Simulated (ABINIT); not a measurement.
Crystal: CoO.

```
CELL_PARAMETERS angstrom
-1.50800 1.50800 2.10725
1.50800 -1.50800 2.10725
1.50800 1.50800 -2.10725
ATOMIC_POSITIONS crystal
Co 0.00000 0.00000 0.00000
O 0.50000 0.50000 0.00000
```

```yaml
Program: ABINIT 10.8.3 (patched build)
Task: relaxation of cell and atoms
Functional: LDA-Teter
Potentials_or_basis: JTH PAW LDA v2.0
Cutoff: 707 eV
k_mesh: 9 × 9 × 9
Occupations: fermi-dirac, width 0.05 eV
Spin: collinear spin, ferromagnetic start
Starting_moments: "[2.0, 0.0] μB"
```

At the start: pressure -17.6 GPa; volume 9.58 Å³/atom.

Q: Where does the relaxation end?

A: Over 9 steps the energy falls by 61.9 meV/atom and the volume is 8.44 Å³/atom (-11.9 %); space group Fm-3m (No. 225, to 0.05 Å); moment 2.08 μB per cell.

The path:
| step | energy change (eV) | largest force (eV/Å) | pressure (GPa) | volume (Å³) |
| --- | --- | --- | --- | --- |
| 1 | 0.0000 | 0.0000 | -17.57 | 19.17 |
| 2 | -0.0871 | 0.0000 | -9.32 | 18.16 |
| 3 | -0.1204 | 0.0000 | -3.02 | 17.17 |
| 4 | -0.1226 | 0.0000 | 1.74 | 16.74 |
| 5 | -0.1234 | 0.0000 | -0.10 | 16.89 |
| 6 | -0.1235 | 0.0000 | -0.04 | 16.88 |
| 7 | -0.1238 | 0.0000 | 0.09 | 16.87 |
| 8 | -0.1238 | 0.0000 | 0.01 | 16.88 |
| 9 | -0.1238 | 0.0000 | 0.00 | 16.88 |

Final structure:
```
Co O
1.0
    -1.43963    1.43963    2.03594
     1.43963   -1.43963    2.03594
     1.43963    1.43963   -2.03594
Co O
1 1
Direct
  0.00000 0.00000 0.00000
  0.50000 0.50000 0.00000
```

Caveat: the volume moved by -12 % from the deposited cell, more than functionals usually miss; a cell with one magnetic atom can't hold antiferromagnetic order, which such compounds often take.
